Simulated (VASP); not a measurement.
# H2CO in VASP: notebook, part 2 of 2

VASP 6.6.1.

## Step 4: Single point, PBE+D3(BJ)

Input file INCAR:

```
PREC = Accurate
ENCUT = 520
EDIFF = 1E-6
ISMEAR = -1
SIGMA = 0.02
LREAL = Auto
LASPH = T
NELM = 60
ALGO = Normal
ISIF = 2
LWAVE = F
LCHARG = F
GGA = PE
IVDW = 12
NBANDS = 86
```

Input file KPOINTS:

```
Automatic mesh
0
Gamma
  1 1 1
```

Input file POSCAR:

```
H2CO
1.0
    8.1882440000      0.0000000000      0.0000000000
    0.0000000000      8.1882440000      0.0000000000
    0.0000000000      0.0000000000      8.1882440000
O C H
10 10 20
Direct
    0.1468202462      0.0496565564      0.7511500634
    0.4717983490      0.3351512241      0.3561203110
    0.6148693175      0.9238366614      0.1080695690
    0.7521026486      0.4812509251      0.6606422574
    0.3178703517      0.6875222575      0.1977347036
    0.1737613095      0.0644949027      0.2651484250
    0.9274149622      0.6325165689      1.0060887292
    0.7220229392      0.8871621315      0.4781244916
   -0.0483864428      0.3266268079      0.3007970940
    0.5178521793      0.2064056714      0.8198583237
    0.2165055169      0.1197570566      0.6415294903
    0.5820906167      0.2790952492      0.2784357672
    0.6090683179      0.7830128169      0.0602204819
    0.6104239200      0.5031848098      0.6144174502
    0.3333193295      0.7771141163      0.3147194930
    0.1565292876      0.0954417089      0.1223705595
    0.9694386244      0.6289504807      0.8641535352
    0.8476786964      0.8840356980      0.3994385121
    0.0297255431      0.4387876082      0.3492690252
    0.6256530704      0.1061033355      0.7911342163
    0.3023480981      0.0590847073      0.5517178042
    0.1992368571      0.2550974299      0.6258728978
    0.5908104351      0.2972065806      0.1415810276
    0.6790222666      0.2152964665      0.3399874259
    0.6507256012      0.6816235569      0.1450127769
    0.5518399305      0.7330265195     -0.0497420448
    0.5823959325      0.5984066913      0.5234577768
    0.5155073542      0.4247797208      0.6772514351
    0.2546944131      0.7677103907      0.4211159316
    0.4364916336      0.8610881649      0.3341620010
    0.1343267250      0.2181053716      0.0734345484
    0.1469912230      0.0062650795      0.0266601728
    1.0517883932      0.5374778768      0.8134955431
    0.9049315091      0.6999058650      0.7759294911
    0.9008769157      0.9983337087      0.3469486254
    0.9187073565      0.7669532075      0.3718013288
    0.1202211365      0.4965167135      0.2647820461
    0.0098189551      0.4802861273      0.4792480537
    0.7540688822      0.1353770112      0.8139962610
    0.5931674728     -0.0125667970      0.7387542433
```

Started as:

```bash
cat potpaw_PBE.64/O/POTCAR potpaw_PBE.64/C/POTCAR potpaw_PBE.64/H/POTCAR > POTCAR
mpirun -np 1 vasp_gam > vasp.out
```

Run time: 91 s. Hardware: 1 thread of AMD EPYC 7R13 (Zen 3), shared host; peak memory 0.46 GiB.

It converged, with:

```yaml
Free_energy: -223.7142 eV
Pressure: 1.2 GPa
Largest_force: 3.044 eV/Å
Band_gap_on_the_k_mesh: 2.82 eV, direct
Dispersion_energy_per_atom: -0.041 eV
```

Forces in eV/Å, atoms in the order of the input:
```
O   -0.511 -0.750  0.320
O   -1.895  0.951  1.097
O    0.082  0.417 -0.797
O   -0.362  0.175 -0.545
O    0.097 -0.084 -0.728
O    0.462 -0.417  1.217
O    0.289  0.082  0.866
O   -0.242 -0.284  0.309
O   -1.813 -2.274 -0.896
O    0.209 -0.201 -0.074
C    0.735  0.802 -0.594
C    0.914 -0.126 -1.774
C    0.067 -1.333  2.008
C    0.551 -0.857  1.316
C    0.437 -0.028  0.534
C   -0.570  0.682 -0.848
C   -0.735 -0.682  0.256
C    0.661  0.022 -0.588
C    1.370  1.734  0.708
C   -0.956  0.661  0.267
H   -0.377  0.214  0.431
H    0.147 -0.259 -0.202
H   -0.009 -0.217  0.443
H    0.915 -0.669  0.192
H    0.007  0.380 -0.476
H   -0.105  0.459 -0.826
H   -0.247  0.060 -0.143
H    0.014  0.658 -0.690
H   -0.826 -0.067  0.560
H    0.263  0.325 -0.394
H    0.158  0.732  0.248
H    0.257 -1.233 -0.619
H    0.850 -0.386 -0.008
H   -0.295  1.132 -1.062
H   -0.065 -0.265  0.138
H   -0.472  0.526  0.242
H   -0.003  0.339  0.522
H    0.332  0.284 -0.306
H    0.523 -0.035  0.059
H    0.142 -0.467 -0.163
```

Stress tensor (GPa, compression positive):
```
1.11 0.25 0.02
0.25 1.32 0.35
0.02 0.35 1.10
```

Levels at points of the mesh, in eV from the valence-band top:
```tsv
k point	band 57	band 58	band 59	band 60	band 61	band 62	band 63	band 64
(0.00, 0.00, 0.00)	-0.42	-0.34	-0.25	0.00	2.82	2.91	3.08	3.17
```

Caveat: the standard files for N, O and F lose accuracy on very short bonds.

## Step 5: Single point, PBE+D3(BJ)

Input file INCAR:

```
SYSTEM = H2CO
ALGO = Normal ; EDIFF = 1E-6
ENCUT = 520 ; GGA = PE
ISIF = 2 ; ISMEAR = -1
IVDW = 12 ; LASPH = .True.
LCHARG = .False. ; LREAL = Auto
LWAVE = .False. ; NBANDS = 86
NELM = 100 ; PREC = Accurate
SIGMA = 0.02
```

Input file KPOINTS:

```
k-points
0
Gamma
  1 1 1
  0 0 0
```

Input file POSCAR:

```
H2CO
1.0
    8.1882440000      0.0000000000      0.0000000000
    0.0000000000      8.1882440000      0.0000000000
    0.0000000000      0.0000000000      8.1882440000
O C H
10 10 20
Direct
    0.1182182651      0.0221659247      0.7122284094
    0.4534305524      0.3169910423      0.3516138503
    0.6353743245      0.9473826134      0.1208928312
    0.7255523895      0.5114161229      0.6732823301
    0.3352122873      0.7180171964      0.2135256350
    0.1831650351      0.0532837077      0.2323697242
    0.9559803054      0.5838980861      0.9997137359
    0.7200567057      0.8567893189      0.4926086717
   -0.0399475150      0.3423322510      0.3014565760
    0.5033924246      0.1886973568      0.7997196957
    0.2175680158      0.1102067794      0.6427996039
    0.5654203758      0.2658079070      0.2755047358
    0.6300740427      0.8052031669      0.0811285057
    0.5917263824      0.5243004483      0.6173606942
    0.3444816740      0.8016126535      0.3347359947
    0.1513755574      0.0786859796      0.0906909955
    0.9796972342      0.6013621480      0.8566305547
    0.8538705002      0.8862095463      0.4371022651
    0.0157176557      0.4736546688      0.3459227644
    0.6250302263      0.1048698598      0.7972649569
    0.3367022282      0.0655085510      0.6038413120
    0.1997375750      0.2364975934      0.6015209122
    0.5570058733      0.2769702515      0.1406162298
    0.6736120712      0.1996765118      0.3324400201
    0.6286940155      0.7000646292      0.1603274157
    0.6454131069      0.7789337983     -0.0518792552
    0.5620741150      0.6212931613      0.5269872271
    0.4879434467      0.4411568585      0.6447169869
    0.2626692610      0.7965077738      0.4483134601
    0.4304097435      0.9080823678      0.3561813742
    0.1079962932      0.2033280884      0.0488993733
    0.1715874612     -0.0189051523     -0.0057887869
    1.0424701560      0.4993378312      0.7836356611
    0.9827626045      0.7251005222      0.7885451386
    0.8767813954      0.9720277022      0.3350168852
    0.9628926544      0.8242060202      0.4893845371
    0.1179617999      0.5284161048      0.2849695246
   -0.0328519766      0.5365497169      0.4501819926
    0.7452880007      0.1605716684      0.8331212406
    0.6167256374     -0.0266113223      0.7532994864
```

Potentials or basis: VASP PAW PBE potentials, release 64 (O, C, H).

Started as:

```bash
cat potpaw_PBE.64/O/POTCAR potpaw_PBE.64/C/POTCAR potpaw_PBE.64/H/POTCAR > POTCAR
mpirun -np 1 vasp_gam > vasp.out
```

OUTCAR:

```text
SYSTEM = H2CO
   EDIFF = 1E-6
   ENCUT = 520
   GGA = PE
   ISIF = 2
   ISMEAR = -1
   IVDW = 12
   LASPH = .True.
   LREAL = Auto
   NELM = 100
   PREC = Accurate
 IVDW          = 12

 ion  position               nearest neighbor table
   1  0.118  0.022  0.712-  11 1.23
   2  0.453  0.317  0.352-  12 1.19
   3  0.635  0.947  0.121-  13 1.21
   4  0.726  0.511  0.673-  14 1.19
   5  0.335  0.718  0.214-  15 1.21
   6  0.183  0.053  0.232-  16 1.21
   7  0.956  0.584  1.000-  17 1.20
   8  0.720  0.857  0.493-  18 1.21
   9  0.960  0.342  0.301-  19 1.22
  10  0.503  0.189  0.800-  20 1.21
  11  0.218  0.110  0.643-  21 1.09  22 1.10   1 1.23
  12  0.565  0.266  0.276-  23 1.11  24 1.14   2 1.19
  13  0.630  0.805  0.081-  25 1.08  26 1.12   3 1.21
  14  0.592  0.524  0.617-  28 1.11  27 1.11   4 1.19
  15  0.344  0.802  0.335-  30 1.13  29 1.15   5 1.21
  16  0.151  0.079  0.091-  31 1.13  32 1.14   6 1.21
  17  0.980  0.601  0.857-  33 1.15  34 1.16   7 1.20
[... 21 lines left out ...]
  39  0.745  0.161  0.833-  20 1.12
  40  0.617  0.973  0.753-  20 1.14

  LATTYP: Found a simple cubic cell.
 ALAT       =     8.1882440000

  Lattice vectors:

 A1 = (   8.1882440000,   0.0000000000,   0.0000000000)
 A2 = (   0.0000000000,   8.1882440000,   0.0000000000)
 A3 = (   0.0000000000,   0.0000000000,   8.1882440000)

Analysis of symmetry for initial positions (statically):
=====================================================================
 Subroutine PRICEL returns:
 Original cell was already a primitive cell.

 Routine SETGRP: Setting up the symmetry group for a
 simple cubic supercell.

 Subroutine GETGRP returns: Found  1 space group operations
 (whereof  1 operations were pure point group operations)
 out of a pool of 48 trial point group operations.

The static configuration has the point symmetry C_1 .

[... 186 lines left out ...]
  Fermi-wavevector in a.u.,A,eV,Ry     =   0.986153  1.863560 13.231645  0.972499
  Thomas-Fermi vector in A             =   2.117513
   LORBIT       =      0    0 simple, 1 ext, 2 COOP (PROOUT), +10 PAW based schemes
   GGA     = PE    functional components
   LHFCALC =     F    Hartree Fock is set to
   AEXX    =    0.0000 exact exchange contribution
   IVDW    =    12    specifies the selected vdW correction
   LEPSILON=     F    determine dielectric tensor
   LRPA    =     F    only Hartree local field effects (RPA)
 non-spin polarized calculation
  energy-cutoff  :      520.00
  volume of cell :      549.00
 maximum number of plane-waves:      7386
 NGX is ok and might be reduce to    64
   NGX = 31   NGY = 31   NGZ = 31

 number of electron     120.0000005 magnetization

 Free energy of the ion-electron system (eV)
  ---------------------------------------------------
  ext. energy  EPLUGINS =         0.00000000
  ---------------------------------------------------
  free energy    TOTEN  =      -221.92463991 eV

  energy without entropy =     -221.92463991  energy(sigma->0) =     -221.92463991

 E-fermi :  -2.0479     XC(G=0):  -6.4314

 val. band max:       -2.5465294754   @ k =   0.0000   0.0000   0.0000
 cond. band min:       0.2896090610   @ k =   0.0000   0.0000   0.0000
 fundamental gap:      2.8361385364
 Fermi energy:        -2.0479255495

 k-point     1 :       0.0000    0.0000    0.0000
  band No.  band energies     occupation
      1     -23.8077      2.00000
      2     -23.7086      2.00000
      3     -23.6765      2.00000
      4     -23.6515      2.00000
      5     -23.6389      2.00000
      6     -23.6093      2.00000
[... 64 lines left out ...]
     71       2.5544      0.00000
     72       3.4396      0.00000
 [bands above 72 left out]

------------------------ aborting loop because EDIFF is reached ----------------------------------------

 Edisp (eV)   -1.63103

 E8    (eV) :    -0.3772

  FORCE on cell =-STRESS in cart. coord.  units (eV):
  Direction    XX          YY          ZZ          XY          YZ          ZX
  --------------------------------------------------------------------------------------
  -------------------------------------------------------------------------------------
  Total       5.60147    -0.06717     4.10400    -2.09588     0.93048    -2.27951
  in kB      16.34709    -0.19602    11.97692    -6.11652     2.71548    -6.65243
  external pressure =        9.38 kB  Pullay stress =        0.00 kB

 VOLUME and BASIS-vectors are now :
 -----------------------------------------------------------------------------
  energy-cutoff  :      520.00
  volume of cell :      549.00
      direct lattice vectors                 reciprocal lattice vectors
     8.188244000  0.000000000  0.000000000     0.122126307  0.000000000  0.000000000
     0.000000000  8.188244000  0.000000000     0.000000000  0.122126307  0.000000000
     0.000000000  0.000000000  8.188244000     0.000000000  0.000000000  0.122126307

 POSITION                                       TOTAL-FORCE (eV/Angst)
 -----------------------------------------------------------------------------------
      0.96800      0.18150      5.83190         0.018371      0.540615     -0.085327
      3.71280      2.59560      2.87910        -2.208768      1.169497      2.214831
      5.20260      7.75740      0.98990        -0.130692      0.894744      0.726873
      5.94100      4.18760      5.51300         1.921805     -0.393992      0.971343
      2.74480      5.87930      1.74840         0.055376     -0.580249     -0.230797
      1.49980      0.43630      1.90270         0.001581     -0.110297      1.072986
[... 32 lines left out ...]
      6.10260      1.31480      6.82180        -0.145442     -0.499022     -0.157555
      5.04990      7.97034      6.16820         0.397596      0.561458      0.275516
 -----------------------------------------------------------------------------------
    total drift:                               -0.005606      0.004728      0.012652

  FREE ENERGIE OF THE ION-ELECTRON SYSTEM (eV)
  ---------------------------------------------------
  free  energy   TOTEN  =      -223.5556694400 eV

  energy  without entropy=     -223.5556694400  energy(sigma->0) =     -223.55566944
```

It took 72 s on 1 thread of AMD EPYC 7R13 (Zen 3), shared host; peak memory 0.46 GiB.

What came out:

```yaml
Free_energy: -223.5557 eV
Pressure: 0.9 GPa
Largest_force: 3.339 eV/Å
Band_gap_on_the_k_mesh: 2.84 eV, direct
Dispersion_energy_per_atom: -0.041 eV
```

Forces in eV/Å, atoms in the order of the input:
```
O    0.018  0.541 -0.085
O   -2.209  1.169  2.215
O   -0.131  0.895  0.727
O    1.922 -0.394  0.971
O    0.055 -0.580 -0.231
O    0.002 -0.110  1.073
O   -0.934  0.119  1.412
O   -0.755  0.167  0.115
O   -0.159  0.076  0.130
O   -0.773  0.629  0.186
C   -0.003 -0.758 -0.369
C    2.029 -1.415 -1.572
C    0.750 -0.030 -1.794
C   -2.216  0.235 -1.185
C   -0.284  1.875  1.495
C    0.171  0.227 -1.297
C    2.342  0.394 -2.185
C    0.738 -0.119  0.003
C   -0.173 -1.319 -0.543
C    0.564 -0.526 -0.080
H    0.455 -0.427 -0.134
H   -0.569  0.544  0.296
H    0.622 -0.163 -0.234
H   -0.445  0.476 -0.376
H   -0.096 -0.534  0.848
H   -0.338 -0.439  0.020
H    0.043  0.170 -0.050
H    0.174 -0.135  0.293
H   -0.009 -0.705 -0.745
H    0.165 -0.686 -0.656
H    0.042 -0.555  0.140
H   -0.214  0.446  0.353
H   -0.755  0.382  0.176
H   -0.631 -0.783  0.593
H   -0.136  0.105 -0.034
H    0.219  0.040 -0.037
H    0.905  0.536 -0.633
H   -0.637  0.595  1.074
H   -0.145 -0.499 -0.158
H    0.398  0.561  0.276
```

Levels at points of the mesh, in eV from the valence-band top:
```tsv
k point	band 57	band 58	band 59	band 60	band 61	band 62	band 63	band 64
(0.00, 0.00, 0.00)	-0.36	-0.29	-0.17	0.00	2.84	3.04	3.07	3.19
```

Caveat: the standard files for N, O and F lose accuracy on very short bonds.
